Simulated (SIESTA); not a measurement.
Runs of SIESTA 5.4.2 on CuO (Tenorite). The structure is monoclinic, space group C2/c (No. 15). Conventional cell: a = 4.684 Å, b = 3.423 Å, c = 5.129 Å, α = 90.00°, β = 99.54°, γ = 90.00°. Around Cu (site symmetry -1) lie 4 O at 1.95 to 1.96 Å. Around O (site symmetry 2) lie 4 Cu at 1.95 to 1.96 Å. 

| level | potentials or basis | gap on the mesh (eV) | pressure (GPa) | largest force (eV/Å) |
| --- | --- | --- | --- | --- |
| LDA | PseudoDojo 0.4 standard (LDA files), DZP (energy shift 0.003 Ry; two zetas on semicore shells) | none | (a) | 0.31 |
| PBE | PseudoDojo 0.4 standard (PBE files), DZP (energy shift 0.003 Ry; two zetas on semicore shells) | none | 7.0 | 0.10 |
| PBE | PseudoDojo 0.4 standard (PBE files), TZDP (energy shift 0.003 Ry; two zetas on semicore shells) | none | 5.7 | (b) |
| PBEsol | PseudoDojo 0.4 standard (PBEsol files), DZP (energy shift 0.003 Ry; two zetas on semicore shells) | none | -1.5 | 0.21 |

Alike in all rows: task band structure; no spin polarisation; cell as given; k mesh 10 × 10 × 5; smearing fermi-dirac 0.05 eV; grid cutoff 800 Ry; energy shift 0.003 Ry.

Task: Fill in the values left out.

Result: (a) -8.0; (b) 0.14.

Caveats: short orbitals over semicore shells can move pressures by several GPa; the basis of atomic orbitals isn't converged, which shifts pressures, moduli and gaps; the run has no spin polarisation, though such a crystal can be magnetic; semilocal functionals often make such compounds metallic where correlation or magnetic order opens a gap, which also shifts bond lengths.

A gap of «none» marks a metal or a gap under the smearing width.
